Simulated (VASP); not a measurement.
# Sn (P6_3/mmc) in VASP: notebook, part 2 of 2

VASP 6.6.1.

### 4 Single point, r2SCAN

This run uses another cell than the first one: it holds 1 atom, not 4.

Input file POSCAR:

```
Sn
1.0
   -2.0244869154      2.0244869154      1.6557562900
    2.0244869154     -2.0244869154      1.6557562900
    2.0244869154      2.0244869154     -1.6557562900
Sn
1
Direct
    0.0000000000      0.0000000000      0.0000000000
```

Input file INCAR.step1:

```
SYSTEM = Sn
PREC = Accurate ; ENCUT = 520
ISMEAR = 0 ; SIGMA = 0.1
LREAL = .FALSE. ; LASPH = .TRUE.
NELM = 100 ; NBANDS = 13
GGA = PE ; ALGO = Normal
EDIFF = 1E-4 ; LWAVE = .TRUE.
LCHARG = .FALSE.
```

Input file INCAR.step2:

```
SYSTEM = Sn
PREC = Accurate ; ENCUT = 520
EDIFF = 1E-6 ; ISMEAR = 0
SIGMA = 0.1 ; LREAL = .FALSE.
LASPH = .TRUE. ; NELM = 100
ALGO = Normal ; ISIF = 2
LWAVE = .FALSE. ; LCHARG = .FALSE.
METAGGA = R2SCAN ; LMIXTAU = .TRUE.
NBANDS = 13 ; ISTART = 1
```

Input file KPOINTS:

```
regular mesh
0
G
  16 16 16
  0 0 0
```

Potentials or basis: VASP PAW PBE potentials, release 64 (Sn_d).

Launch:

```sh
cat potpaw_PBE.64/Sn_d/POTCAR > POTCAR
cp INCAR.step1 INCAR
mpirun -np 1 vasp_std > vasp.out
cp INCAR.step2 INCAR
mpirun -np 1 vasp_std > vasp.out
```

OUTCAR:

```text
SYSTEM = Sn
   PREC = Accurate
   ENCUT = 520
   EDIFF = 1E-6
   ISMEAR = 0
   LREAL = .FALSE.
   LASPH = .TRUE.
   NELM = 100
   ISIF = 2
   METAGGA = R2SCAN
   ISTART = 1

 ion  position               nearest neighbor table
   1  0.000  0.000  0.000-

  LATTYP: Found a body centered tetragonal cell.
 ALAT       =     4.0489738308
 C/A-ratio  =     0.8178646537

  Lattice vectors:

 A1 = (  -2.0244869154,   2.0244869154,   1.6557562900)
 A2 = (   2.0244869154,  -2.0244869154,   1.6557562900)
 A3 = (   2.0244869154,   2.0244869154,  -1.6557562900)

Analysis of symmetry for initial positions (statically):
=====================================================================
 Subroutine PRICEL returns:
 Original cell was already a primitive cell.

 Routine SETGRP: Setting up the symmetry group for a
 body centered tetragonal supercell.

 Subroutine GETGRP returns: Found 16 space group operations
 (whereof 16 operations were pure point group operations)
 out of a pool of 16 trial point group operations.

The static configuration has the point symmetry D_4h.

Analysis of symmetry for dynamics (positions and initial velocities):
=====================================================================
 Subroutine PRICEL returns:
 Original cell was already a primitive cell.

 Routine SETGRP: Setting up the symmetry group for a
 body centered tetragonal supercell.

 Subroutine GETGRP returns: Found 16 space group operations
 (whereof 16 operations were pure point group operations)
 out of a pool of 16 trial point group operations.

The dynamic configuration has the point symmetry D_4h.

 Subroutine INISYM returns: Found 16 space group operations
 (whereof 16 operations are pure point group operations),
 and found     1 'primitive' translations

----------------------------------------------------------------------------------------

                                     Primitive cell

[... 116 lines left out ...]
   IVDW    =     0    specifies the selected vdW correction
   LEPSILON=     F    determine dielectric tensor
   LRPA    =     F    only Hartree local field effects (RPA)
 non-spin polarized calculation
 Gauss-broadening in eV      SIGMA  =   0.10
  energy-cutoff  :      520.00
  volume of cell :       27.14
 maximum number of plane-waves:       750
 NGX is ok and might be reduce to    28

 number of electron      14.0000000 magnetization

 Free energy of the ion-electron system (eV)
  ---------------------------------------------------
  ext. energy  EPLUGINS =         0.00000000
  ---------------------------------------------------
  free energy    TOTEN  =       -24.51837837 eV

  energy without entropy =      -24.51593277  energy(sigma->0) =      -24.51715557

 E-fermi :   8.0358     XC(G=0): -11.2533

 val. band max:        8.0342829932   @ k =   0.5000   0.1875   0.0000
 cond. band min:       8.0419980984   @ k =  -0.3750   0.3750   0.3750
 fundamental gap:      0.0077151051
 Fermi energy:         8.0357875212

 k-point     1 :       0.0000    0.0000    0.0000
  band No.  band energies     occupation
      1     -14.2544      2.00000
      2     -14.1671      2.00000
      3     -14.1671      2.00000
      4     -14.1629      2.00000
      5     -14.0391      2.00000
      6      -3.6493      2.00000
      7      15.2249      0.00000
      8      15.2250      0.00000
      9      18.0691      0.00000
     10      18.6684      0.00000
     11      20.3758      0.00000
     12      21.3496      0.00000
     13      21.3496      0.00000
[... 354 lines left out ...]
  band No.  band energies     occupation
      1     -14.2499      2.00000
      2     -14.1681      2.00000
      3     -14.1648      2.00000
      4     -14.1605      2.00000
      5     -14.0410      2.00000
      6      -3.5713      2.00000
      7      14.1775      0.00000
      8      15.2839      0.00000
      9      17.7855      0.00000
     10      19.1955      0.00000
     11      20.4724      0.00000
     12      21.1204      0.00000
     13      21.8137      0.00000

 [... further k-points ...]

------------------------ aborting loop because EDIFF is reached ----------------------------------------

  FORCE on cell =-STRESS in cart. coord.  units (eV):
  Direction    XX          YY          ZZ          XY          YZ          ZX
  --------------------------------------------------------------------------------------
  -------------------------------------------------------------------------------------
  Total        0.0065944      0.0065944      0.0100850      0.0000000      0.0000000      0.0000000
  in kB        0.3892227      0.3892227      0.5952521      0.0000000      0.0000000      0.0000000
  external PRESSURE =       0.4578992 kB  Pullay stress =       0.0000000 kB

 VOLUME and BASIS-vectors are now :
 -----------------------------------------------------------------------------
  energy-cutoff  :      520.00
  volume of cell :       27.14
      direct lattice vectors                 reciprocal lattice vectors
    -2.024486915  2.024486915  1.655756290     0.000000000  0.246976158  0.301976808
     2.024486915 -2.024486915  1.655756290     0.246976158  0.000000000  0.301976808
     2.024486915  2.024486915 -1.655756290     0.246976158  0.246976158  0.000000000

 POSITION                                       TOTAL-FORCE (eV/Angst)
 -----------------------------------------------------------------------------------
      0.00000      0.00000      0.00000        -0.000000     -0.000000      0.000000
 -----------------------------------------------------------------------------------
    total drift:                               -0.000000     -0.000000     -0.000000

  FREE ENERGIE OF THE ION-ELECTRON SYSTEM (eV)
  ---------------------------------------------------
  free  energy   TOTEN  =       -24.5183783686 eV

  energy  without entropy=      -24.5159327726  energy(sigma->0) =      -24.51715557
```

It took 4.6 min on 1 thread of Intel Xeon Platinum 8559C (Emerald Rapids), shared host; peak memory 0.25 GiB.

What came out:

- Free energy: -24.5184 eV
- Pressure: 0.0 GPa
- Band gap on the k mesh: none (metal or under the smearing width)

Levels at points of the mesh, in eV from the Fermi level:
| k point | band 4 | band 5 | band 6 | band 7 | band 8 | band 9 | band 10 | band 11 |
| --- | --- | --- | --- | --- | --- | --- | --- | --- |
| (0.00, 0.00, 0.00) | -22.20 | -22.07 | -11.69 | 7.19 | 7.19 | 10.03 | 10.63 | 12.34 |
| (0.50, 0.00, 0.00) | -22.04 | -22.02 | -5.95 | -4.49 | 3.17 | 4.67 | 7.67 | 7.83 |
| (0.50, 0.50, 0.00) | -22.12 | -22.03 | -7.63 | -4.99 | 6.16 | 8.30 | 11.01 | 11.54 |
| (0.50, 0.50, 0.50) | -22.04 | -22.01 | -3.34 | -1.81 | -1.81 | 2.67 | 3.44 | 6.47 |

Caveat: the PAW data sets were made with another functional, which shifts forces and pressure a little.

### 5 Single point, r2SCAN

This run uses another cell than the first one, of 26.66 Å³/atom, 0.698 times its volume.

Input file POSCAR:

```
Sn
1.0
    2.6097766868     -2.4483417270      0.0000000000
    2.6097766868      2.4483417270      0.0000000000
    0.0000000000      0.0000000000      8.3445763084
Sn
4
Direct
    0.7503386103      0.2496613897      0.1265549526
    0.7496613897      0.2503386103      0.6265549526
    0.2496613897      0.7503386103      0.8734450474
    0.2503386103      0.7496613897      0.3734450474
```

Input file INCAR.step1:

```
PREC = Accurate
ENCUT = 520
ISMEAR = 0
SIGMA = 0.1
LREAL = F
LASPH = T
NELM = 100
NBANDS = 36
GGA = PE
ALGO = Normal
EDIFF = 1E-4
LWAVE = T
LCHARG = F
```

Input file INCAR.step2:

```
PREC = Accurate
ENCUT = 520
EDIFF = 1E-7
ISMEAR = 0
SIGMA = 0.1
LREAL = F
LASPH = T
NELM = 100
ALGO = Normal
ISIF = 2
LWAVE = F
LCHARG = F
METAGGA = R2SCAN
LMIXTAU = T
NBANDS = 36
ISTART = 1
```

Input file KPOINTS:

```
regular mesh
0
Gamma
  4 4 2
```

Launch:

```sh
cat potpaw_PBE.64/Sn_d/POTCAR > POTCAR
cp INCAR.step1 INCAR
mpirun -np 1 vasp_std > vasp.out
cp INCAR.step2 INCAR
mpirun -np 1 vasp_std > vasp.out
```

Run time: 2.7 min. Hardware: 1 thread of Intel Xeon Platinum 8488C (Sapphire Rapids), shared host; peak memory 0.23 GiB.

Results (log left out):

```
Free energy            : -98.2569 eV
Pressure               : -0.1 GPa
Largest force          : 0.004 eV/Å
Band gap on the k mesh : none (metal or under the smearing width)
```

Forces on the atoms (eV/Å):
```
Sn   0.000  0.002 -0.004
Sn   0.000 -0.002 -0.004
Sn   0.000 -0.002  0.004
Sn   0.000  0.002  0.004
```

Stress tensor (GPa, compression positive):
```
-0.37  0.00  0.00
 0.00 -0.24  0.00
 0.00  0.00  0.28
```

Levels at points of the mesh, in eV from the Fermi level:
```csv
k point,band 26,band 27,band 28,band 29,band 30,band 31
"(0.00, 0.00, 0.00)",0.27,0.87,2.89,3.06,3.34,3.49
"(0.50, 0.00, 0.00)",-4.94,1.09,1.09,1.34,1.34,3.84
"(0.50, 0.50, 0.00)",-4.28,-2.16,-2.00,-1.69,-1.53,-0.87
"(0.00, 0.00, 0.50)",0.97,1.06,1.06,1.53,1.53,5.34
"(0.50, 0.00, 0.50)",-2.71,-2.71,-2.71,3.98,3.98,3.98
"(0.50, 0.50, 0.50)",-4.03,-3.60,-3.60,0.15,0.15,0.96
```

Caveat: the k mesh is coarse (spacing up to 0.44 Å⁻¹), so the values aren't converged; the PAW data sets were made with another functional, which shifts forces and pressure a little.

### 6 Single point, r2SCAN

This run uses another cell than the first one: it holds 1 atom, not 4.

Input file POSCAR:

```
Sn
1.0
    3.0544030747      0.0000000000      0.0000000000
    0.0000000000      3.0544030747      0.0000000000
    0.0000000000      0.0000000000      3.0544030747
Sn
1
Direct
    0.0000000000      0.0000000000      0.0000000000
```

Input file INCAR.step1:

```
SYSTEM = Sn
PREC = Accurate ; ENCUT = 520
ISMEAR = 0 ; SIGMA = 0.1
LREAL = .FALSE. ; LASPH = .TRUE.
NELM = 100 ; NBANDS = 13
GGA = PE ; ALGO = Normal
EDIFF = 1E-4 ; LWAVE = .TRUE.
LCHARG = .FALSE.
```

Input file INCAR.step2:

```
SYSTEM = Sn
PREC = Accurate ; ENCUT = 520
EDIFF = 1E-6 ; ISMEAR = 0
SIGMA = 0.1 ; LREAL = .FALSE.
LASPH = .TRUE. ; NELM = 100
ALGO = Normal ; ISIF = 2
LWAVE = .FALSE. ; LCHARG = .FALSE.
METAGGA = R2SCAN ; LMIXTAU = .TRUE.
NBANDS = 13 ; ISTART = 1
```

Input file KPOINTS:

```
regular mesh
0
G
  18 18 18
  0 0 0
```

Potentials or basis: VASP PAW PBE potentials, release 64 (Sn_d).

Launch:

```sh
cat potpaw_PBE.64/Sn_d/POTCAR > POTCAR
cp INCAR.step1 INCAR
mpirun -np 1 vasp_std > vasp.out
cp INCAR.step2 INCAR
mpirun -np 1 vasp_std > vasp.out
```

OUTCAR:

```text
SYSTEM = Sn
   PREC = Accurate
   ENCUT = 520
   EDIFF = 1E-6
   ISMEAR = 0
   LREAL = .FALSE.
   LASPH = .TRUE.
   NELM = 100
   ISIF = 2
   METAGGA = R2SCAN
   ISTART = 1

 ion  position               nearest neighbor table
   1  0.000  0.000  0.000-

  LATTYP: Found a simple cubic cell.
 ALAT       =     3.0544030747

  Lattice vectors:

 A1 = (   3.0544030747,   0.0000000000,   0.0000000000)
 A2 = (   0.0000000000,   3.0544030747,   0.0000000000)
 A3 = (   0.0000000000,   0.0000000000,   3.0544030747)

[... 564 lines left out ...]

 [... further k-points ...]

------------------------ aborting loop because EDIFF is reached ----------------------------------------

  FORCE on cell =-STRESS in cart. coord.  units (eV):
  Direction    XX          YY          ZZ          XY          YZ          ZX
  --------------------------------------------------------------------------------------
  -------------------------------------------------------------------------------------
  Total       -0.0080349     -0.0080349     -0.0080349     -0.0000000     -0.0000000      0.0000000
  in kB       -0.4517654     -0.4517654     -0.4517654     -0.0000000     -0.0000000      0.0000000
  external PRESSURE =      -0.4517654 kB  Pullay stress =       0.0000000 kB

 VOLUME and BASIS-vectors are now :
 -----------------------------------------------------------------------------
  energy-cutoff  :      520.00
  volume of cell :       28.50
      direct lattice vectors                 reciprocal lattice vectors
     3.054403075  0.000000000  0.000000000     0.327396213  0.000000000  0.000000000
     0.000000000  3.054403075  0.000000000     0.000000000  0.327396213  0.000000000
     0.000000000  0.000000000  3.054403075     0.000000000  0.000000000  0.327396213

 POSITION                                       TOTAL-FORCE (eV/Angst)
 -----------------------------------------------------------------------------------
      0.00000      0.00000      0.00000         0.000000      0.000000      0.000000
 -----------------------------------------------------------------------------------
    total drift:                                0.000000     -0.000000      0.000000

  FREE ENERGIE OF THE ION-ELECTRON SYSTEM (eV)
  ---------------------------------------------------
  free  energy   TOTEN  =       -24.6093611050 eV

  energy  without entropy=      -24.6072477120  energy(sigma->0) =      -24.60830441
```

Wall time 98 s (1 thread of Intel Xeon Platinum 8488C (Sapphire Rapids), shared host); peak memory 0.2 GiB.

What came out:

* Free energy: -24.6094 eV
* Pressure: 0.0 GPa
* Band gap on the k mesh: none (metal or under the smearing width)

Caveat: the PAW data sets were made with another functional, which shifts forces and pressure a little.

### 7 The runs side by side

| cell | k mesh | mesh quality | gap on the mesh (eV) | pressure (GPa) |
| --- | --- | --- | --- | --- |
| P6_3/mmc, 38.21 Å³/atom | 6 × 6 × 2 | not flagged | none | 32.6 |
| I4_1/amd, 27.65 Å³/atom | 6 × 6 × 6 | coarse | none | -0.2 |
| I4/mmm, 27.14 Å³/atom | 16 × 16 × 16 | not flagged | none | 0.0 |
| Cmce, 26.66 Å³/atom | 4 × 4 × 2 | coarse | none | -0.1 |
| Pm-3m, 28.5 Å³/atom | 18 × 18 × 18 | not flagged | none | 0.0 |

Alike in all rows: task single point; level r2SCAN; potentials or basis VASP PAW PBE potentials, release 64 (Sn_d); no spin polarisation; cutoff (eV) 520; smearing gaussian 0.1 eV.

Caveats: some runs use coarse meshes; the PAW data sets were made with another functional, which shifts forces and pressure a little; a pressure of tens of GPa on the cell as given is suspect, and the run, the potentials or the cell itself is likely at fault (some runs).

Absolute energies hang on the potentials; compare differences alone.
